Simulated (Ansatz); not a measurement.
La, 2 atoms in the cell. The structure is hexagonal, space group P6_3/mmc (No. 194). Conventional cell: a = 3.750 Å, b = 3.750 Å, c = 6.070 Å, α = 90.00°, β = 90.00°, γ = 120.00°. La (site symmetry -6m2) has 12 La at 3.73 to 3.75 Å as nearest neighbours. This isn't the form of La at room conditions, which is double hcp.

| Quantity | Value |
| --- | --- |
| Program | Ansatz 0.2.0 |
| Task | relaxation of cell and atoms |
| Functional | RPBE |
| Dispersion | D3(BJ) |
| Potentials or basis | all-electron LAPW, scalar-relativistic |
| Basis error allowed | 0.001 eV/atom |
| k mesh | 8 × 8 × 5 |
| Occupations | fermi-dirac, width 0.05 eV |
| Spin | no spin polarisation |

Potentials or basis: all-electron LAPW, scalar-relativistic.

The run is started by

```bash
$ ansatz run input.yaml --threads 2 --pin off --max-ram 6144MiB --backend cpu --events-out ev --progress --plain --runs-dir out
```

Hardware: 2 threads of Arm Neoverse V2, on a shared host.

Question: How long does it take, and how much memory?

Answer: Wall time 27 s on 2 threads of Arm Neoverse V2 (shared host), peak memory 0.31 GiB. Counts: scf iterations 61, plane waves 245, k points 30, bands 33, ion steps 11.
